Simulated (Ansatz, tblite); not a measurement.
# CdSe with GFN1-xTB from a Python script

These are simulated results from tblite 0.8.0, not measurements. The cell was built from a prototype and was relaxed with r2SCAN in plane waves (Ansatz 0.2.0). Not every such cell is a known phase. All runs are without spin polarisation.

The symmetry is P6_3/mmc (No. 194, hexagonal); a = 4.019 Å, c = 6.659 Å in the conventional setting, 23.29 Å³ an atom. Around Cd lie 6 Se at 2.86 Å; around Se lie 6 Cd at 2.86 Å.

tblite solves periodic systems at the zone centre alone, so the script builds a cluster of 3×3×2 conventional cells (72 atoms), which folds in a coarse mesh of k points.

The script, run.py:

```python
import json
from ase import Atoms
from ase.build import make_supercell
from ase.units import Bohr, GPa, Hartree
from tblite.interface import Calculator

atoms = Atoms(['Cd', 'Cd', 'Se', 'Se'],
              cell=[[4.01935, -0.0, 0.0], [-2.009675, 3.48086, -0.0], [0.0, 0.0, 6.65873]],
              scaled_positions=[[0.0, 0.0, -0.0], [-0.0, 0.0, 0.5], [0.333333, 0.666667, 0.25], [0.666667, 0.333333, 0.75]],
              pbc=True)
cluster = make_supercell(atoms, [[3, 0, 0], [0, 3, 0], [0, 0, 2]])
calc = Calculator('GFN1-xTB', cluster.numbers, cluster.positions / Bohr, lattice=cluster.cell[:] / Bohr, periodic=cluster.pbc)
calc.set('temperature', 0.02 / Hartree)
calc.set('max-iter', 150)
res = calc.singlepoint()
levels = res.get('orbital-energies') * Hartree
nv = round(res.get('orbital-occupations').sum() / 2)
cells = len(cluster) // len(atoms)
out = {'energy_per_cell': res.get('energy') * Hartree / cells, 'homo': levels[nv - 1], 'lumo': levels[nv],
       'stress': (-res.get('virial') * Hartree / cluster.get_volume() / GPa).tolist(), 'charges': res.get('charges')[:len(atoms)].tolist(), 'electrons': 2 * nv / cells}
json.dump(out, open('results.json', 'w'))
for key, value in out.items():
    print(key, value)
```

Command: `python run.py`. It took 3.2 s on 1 thread of Arm Neoverse V2, with other jobs on the host, peak memory 0.12 GiB.

The log:

```
------------------------------------------------------------
  cycle        total energy    energy error   density error
------------------------------------------------------------
      1     -151.1186886112  -1.5048196E+02   5.3602685E-01
      2     -141.9271324446   9.1915562E+00   4.3665298E-01
      3     -143.5825706747  -1.6554382E+00   4.6333819E-01
      4     -153.7371422422  -1.0154572E+01   6.1072771E-02
      5     -153.5378687706   1.9927347E-01   7.7011796E-02
      6     -153.7353383953  -1.9746962E-01   4.5700985E-02
      7     -153.7630549517  -2.7716556E-02   3.0204877E-02
      8     -153.6783269082   8.4728044E-02   4.4374872E-02
      9     -153.7747013973  -9.6374489E-02   1.3853832E-02
     10     -153.7762843387  -1.5829414E-03   1.1788446E-02
     11     -153.7809516540  -4.6673153E-03   2.3061153E-03
     12     -153.7810724828  -1.2082877E-04   1.3773347E-03
     13     -153.7811584537  -8.5970931E-05   4.6860285E-04
     14     -153.7811577362   7.1750404E-07   5.2117346E-04
     15     -153.7811585349  -7.9874087E-07   4.8043790E-04
     16     -153.7811662015  -7.6665211E-06   4.4692277E-05
     17     -153.7811657493   4.5214591E-07   1.1396926E-04
     18     -153.7811660616  -3.1231832E-07   7.1652734E-05
     19     -153.7811662350  -1.7341409E-07   2.5979512E-05
     20     -153.7811662608  -2.5784544E-08   5.7315717E-06
------------------------------------------------------------

 total:                                   2.687 sec
energy_per_cell -232.47770435559025
homo -9.364209985050348
lumo -9.338164260781289
stress [[2.2143728463372017, 4.620951286685442e-06, 6.357891103488637e-07], [4.6209512867411996e-06, 2.214373143549583, 5.828634821853831e-07], [6.357891103784706e-07, 5.82863482161718e-07, 3.043413206367999]]
charges [0.11934584778772672, 0.11936028669560816, -0.11935398560215588, -0.11936047396529]
electrons 16.0
```

The cycle table is in hartree for the whole cluster, and the lines after it are in eV (the energy for one cell). The printed stress is in GPa and positive in compression, and the pressure is its mean diagonal.

GFN1-xTB gives a level spacing of 0.03 eV, too small to call a gap. On the same cell, plane-wave PBE (Ansatz, 12×12×4 k points and the special points) gives no gap (an overlap of 0.03 eV at the points read) and r2SCAN a gap of 0.55 eV; on shared hosts these took about 9.8 and 28 core-seconds on the 4-atom cell, against 3.2 for the script. Semilocal gaps usually lie below measured ones.

The same script was run on cells scaled at fixed shape and fractional coordinates:

```tsv
volume (Å³/atom)	energy (meV/atom)	pressure (GPa, positive in compression)	gap (eV)
20.50	124.6	12.82	0.05
21.89	40.0	6.89	0.04
23.29	0.0	2.49	0.03
24.69	-6.7	-0.80	0.01
26.09	11.4	-3.21	0.00
```

A Birch-Murnaghan fit puts the minimum at 24.31 Å³/atom, 4.4 % above the given cell, with a bulk modulus of 53.1 GPa at fixed shape.

xTB was fitted mostly to molecules, and a small cluster samples few k points, so gaps, pressures and kinks along a curve can be far from a solid's.

The runs are scalar-relativistic, without spin-orbit coupling.
